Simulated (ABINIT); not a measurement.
Planning a run of ABINIT 10.8.3 on KF (Carobbiite). The input:

```
acell 3*1.0 Angstrom
rprim 
  -0.000000000000 2.671850000000 2.671850000000
  2.671850000000 -0.000000000000 2.671850000000
  2.671850000000 2.671850000000 0.000000000000
ntypat 2
znucl 19 9
natom 2
typat 1 2
xred 
  0.000000000000 0.000000000000 0.000000000000
  0.500000000000 0.500000000000 0.500000000000
pp_dirpath "pseudos"
pseudos "K.upf, F.upf"
ecut 36
ngkpt 6 6 6
nshiftk 1
shiftk 0 0 0
kptopt 1
chksymbreak 0
istwfk *1
occopt 1
irdwfk 1
optdriver 99
bs_calctype 1
mbpt_sciss 3.391 eV
bs_loband 6
nband 11
bs_exchange_term 1
bs_coulomb_term 21
bs_coupling 0
bs_algorithm 2
bs_freq_mesh 0 16 0.1 eV
zcut 0.15 eV
ecuteps 4
ecutwfn 18
inclvkb 2
mdf_epsinf 1.98
irdden 1
bs_haydock_niter 300
bs_haydock_tol -0.02 0
indata_prefix "in"
outdata_prefix "out"
tmpdata_prefix "tmp"
```

```sh
OMP_NUM_THREADS=1 mpirun -n 4 abinit run.abi > log
```

Q: How long will it take on 4 MPI ranks of Arm Neoverse V2, shared host, and how much memory?

It took 30 s; on shared hardware allow 15 s to 59 s. Peak host memory was 0.37 GiB.

The kernel grows as the square of the matrix size, and full diagonalisation as its cube.

[Paths, hosts, dates, memory and timing lines, banners, echoed tables and standing remarks are left out of the program output.]

[Logs are printed without paths, hosts, clocks, repeated set-up lines and the standing remarks that a program may print on its own settings, such as how far it seeks lower states.]

[Runs of the session that timed out or met a known fault of the program may be left out.]

[Hosts, paths, dates, database ids (printed as entryN), source tags and the programs' standing remarks are cut or masked in the printed files.]

[G0W0 gaps are taken among the corrected bands and points alone; a level outside them can change the order at an edge.]

[Where Ansatz stands beside ABINIT at settings called matched, ABINIT's density can come from a denser mesh and the files from another edition; pairs whose starting gaps differed by over 0.03 eV were left out, so agreement reads better than it is.]
